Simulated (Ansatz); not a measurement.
Runs of Ansatz 0.2.0 on Eu. Symmetry: Im-3m, No. 229, cubic system. Conventional cell: a = 4.606 Å, b = 4.606 Å, c = 4.606 Å, α = 90.00°, β = 90.00°, γ = 90.00°. Eu (site symmetry m-3m) is surrounded by 8 Eu at 3.99 Å. 

| task | level | spin | cutoff (eV) | q mesh | points for each segment of the path | gap on the mesh (eV) | pressure (GPa) | moment (μB) |
| --- | --- | --- | --- | --- | --- | --- | --- | --- |
| phonons | PBEsol | collinear, ferromagnetic start | 420 | 4 × 4 × 4 | 8 | none | - | 7.37 |
| single point | PBEsol | collinear, random start | 420 | - | - | none | -2.6 | 7.37 |
| band structure | PBEsol | non-collinear, ferromagnetic start, SOC | 420 | - | 14 | none | -2.7 | 7.33 |
| single point | PBEsol | collinear, ferromagnetic start | 420 | - | - | none | -2.6 | 7.37 |
| single point | PBEsol | off | 420 | - | - | none | (a) | - |

Alike in all rows: potentials or basis Ansatz PAW; cell as given; k mesh 8 × 8 × 8; smearing fermi-dirac 0.05 eV.

Q: Fill in the values left out.

A: (a) -5.9.

Caveats: the PAW data sets come from PBE, with cores solved anew for the run's functional, which leaves a small shift of forces and pressure; spin-orbit coupling is left out, which moves the levels of the heavy elements (some runs); the thresholds are loose for stress (some runs).

A k mesh can miss the band edges, and rows without SOC leave out spin-orbit coupling on Eu.

A gap of «none» marks a metal or a gap under the smearing width.

Runs at the PBE level aren't shown here.
